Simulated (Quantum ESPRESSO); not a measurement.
**BeTe in Quantum ESPRESSO: the effect of functional**

Crystal: BeTe.

```xyz
2
Lattice="0.0000 2.7700 2.7700 2.7700 0.0000 2.7700 2.7700 2.7700 0.0000" Properties=species:S:1:pos:R:3 pbc="T T T"
Te    4.1550    4.1550    4.1550
Be    0.0000    0.0000    0.0000
```

Alike in all runs:

| Property | Result |
| --- | --- |
| Program | Quantum ESPRESSO 7.5 |
| Task | band structure |
| Potentials or basis | SG15 PBE 1.2 |
| Cutoff | 952 eV |
| Density cutoff | 3810 eV |
| k mesh | 6 × 6 × 6 |
| Occupations | fermi-dirac, width 0.05 eV |
| Spin | no spin polarisation |

```csv
functional,gap on the mesh (eV),pressure (GPa)
r2SCAN,2.37,3.4
SCAN,?,?
TPSS,1.99,5.0
```

Q: What does the run with functional SCAN give?

A: gap on the mesh 2.31 eV; pressure 1.7 GPa.

Caveats: the potentials were made for another functional, which shifts forces and pressure; spin-orbit coupling is left out, which moves the levels of the heavy elements.

